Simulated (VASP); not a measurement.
Write the native input for VASP 6.6.1 that does the following.

* Task: single point
* Functional: r2SCAN
* Potentials or basis: VASP PAW PBE potentials, release 64 (Si, O, H)
* Cutoff: 450 eV
* k mesh: 1 × 1 × 1
* Occupations: gaussian, width 0.02 eV
* Spin: no spin polarisation
* Further INCAR settings: ALGO = Normal; EDIFF = 1e-06

The structure of Si12HO24 (a cell with a defect) lies in POSCAR:

```
Si12HO24
1.0
    9.8316000000      0.0000000000      0.0000000000
   -4.9158000000      8.5144153600      0.0000000000
    0.0000000000      0.0000000000     10.8182000000
Si O H
24 48 2
Direct
    0.2709099100      0.0094391800      0.1655027100
    0.9985581900      0.2592514300      0.3363694500
    0.2293313700      0.2350352900      0.9973888100
    0.2536999600      0.9943798200      0.6857301500
    0.9943088900      0.2605859300      0.8263963100
    0.2083269900      0.1946535800      0.5153311300
    0.2621491600      0.4975911800      0.1718615900
    0.0071092300      0.7712372900      0.3283148600
    0.2235410900      0.7272896200      0.0054956200
    0.2669434400      0.4925265000      0.6593211300
    0.9964925600      0.7555626100      0.8443723300
    0.2341662800      0.7379975200      0.4999615600
    0.7679183600      0.0027725800      0.1637768200
    0.5150453800      0.2909717700      0.3263891900
    0.7354828800      0.2356065700      0.9947544900
    0.7500254000      0.9945486100      0.6643177100
    0.4988791700      0.2694374300      0.8323993700
    0.7270726000      0.2340685100      0.4992150500
    0.7874783800      0.5096747300      0.1573528400
    0.5014811400      0.7712337700      0.3306460800
    0.7306058600      0.7321122000      0.9989357800
    0.7689976800      0.5017534200      0.6662599300
    0.4892422100      0.7549201000      0.8332459800
    0.7359702800      0.7334614600      0.4949275200
    0.0585994900      0.1851775900      0.4426589500
    0.2910020100      0.3666465000      0.1058264000
    0.1398598500      0.4267424900      0.2869976000
    0.2009835100      0.0720170000      0.0577487200
    0.4066298400      0.3704627500      0.3615348300
    0.4326514900      0.1539250100      0.2217404800
    0.0637104000      0.2018104000      0.9379856800
    0.2961209500      0.3602216000      0.5945064100
    0.1329963000      0.4206365700      0.7662825000
    0.1440959400      0.0534628100      0.6192837800
    0.3618947100      0.2974696100      0.8889306100
    0.4273668200      0.1382933600      0.7227606500
    0.0698422700      0.7005748600      0.4356703700
    0.2976032600      0.8725800500      0.1047948800
    0.1459163000      0.9395625000      0.2791979800
    0.1925934700      0.5656927500      0.0691771200
    0.3725483100      0.8040633200      0.3955902100
    0.4281822600      0.6421691300      0.2206537200
    0.0484628800      0.6811712500      0.9565332700
    0.2831508900      0.8721161200      0.6050312400
    0.1573768100      0.9148317700      0.8113722100
    0.2107464500      0.5753019700      0.5568150000
    0.3464649500      0.7730380600      0.8905284800
    0.4297587500      0.6246495600      0.7230592100
    0.5674995200      0.2199689900      0.4418414100
    0.8114747800      0.3713264800      0.0999751300
    0.6741022500      0.4415287100      0.2761049300
    0.7048024300      0.0708391800      0.0544039400
    0.8598764000      0.2853916600      0.3919929700
    0.9337635900      0.1388796900      0.2191445800
    0.5688786300      0.2097478700      0.9432799200
    0.7969424800      0.3651871000      0.6090898100
    0.6362505700      0.4334820500      0.7744881600
    0.6856066900      0.0652798700      0.5578710000
    0.8594873700      0.2928012300      0.8810256900
    0.9165469200      0.1276861800      0.7199152000
    0.5689396300      0.6934002000      0.4307230900
    0.7919415500      0.8629271600      0.1084292300
    0.6399768800      0.9359748100      0.2761740900
    0.7067804900      0.5682967600      0.0547796900
    0.8688771100      0.7964578400      0.3870153500
    0.9505596500      0.6538900700      0.2097545600
    0.5644435100      0.7011425300      0.9437322700
    0.7805881900      0.8618020400      0.6029322100
    0.6206643000      0.9221698500      0.7749832700
    0.7103227700      0.5713318500      0.5546426500
    0.8615482000      0.7938688900      0.8892565300
    0.9332905500      0.6387354700      0.7249986100
    0.4850341500      0.5121252800      0.3872185800
    0.2926452400      0.1351483600      0.4422009000
```

One way to write it, as run:

INCAR

```
PREC     = Accurate       # precision mode
ENCUT    = 450            # plane-wave cutoff, eV
EDIFF    = 1E-6           # SCF threshold, eV
ISMEAR   = 0              # smearing method
SIGMA    = 0.02           # smearing width, eV
LREAL    = F              # projectors in reciprocal space
LASPH    = T              # aspherical terms in the spheres
NELM     = 80             # most SCF steps
ALGO     = Normal         # electronic algorithm
ISIF     = 2              # what is computed and relaxed
LWAVE    = F              # write WAVECAR
LCHARG   = F              # write CHGCAR
METAGGA  = R2SCAN         # meta-GGA
LMIXTAU  = T
```

KPOINTS

```
regular mesh
0
Gamma
  1 1 1
```

Potentials or basis: VASP PAW PBE potentials, release 64 (Si, O, H).

Command:

```console
$ cat potpaw_PBE.64/Si/POTCAR potpaw_PBE.64/O/POTCAR potpaw_PBE.64/H/POTCAR > POTCAR
$ mpirun -np 1 vasp_std > vasp.out
```

It gave:

```
Largest force          : 4.316 eV/Å
Band gap on the k mesh : 5.61 eV, direct
```

Caveat: the PAW data sets were made with another functional, which shifts forces and pressure a little.

It took 49 min on 1 thread of Intel(R) Xeon(R) Platinum 8175M CPU @ 2.50GHz (Skylake/Cascade Lake), with other jobs on the host, peak memory 0.92 GiB.
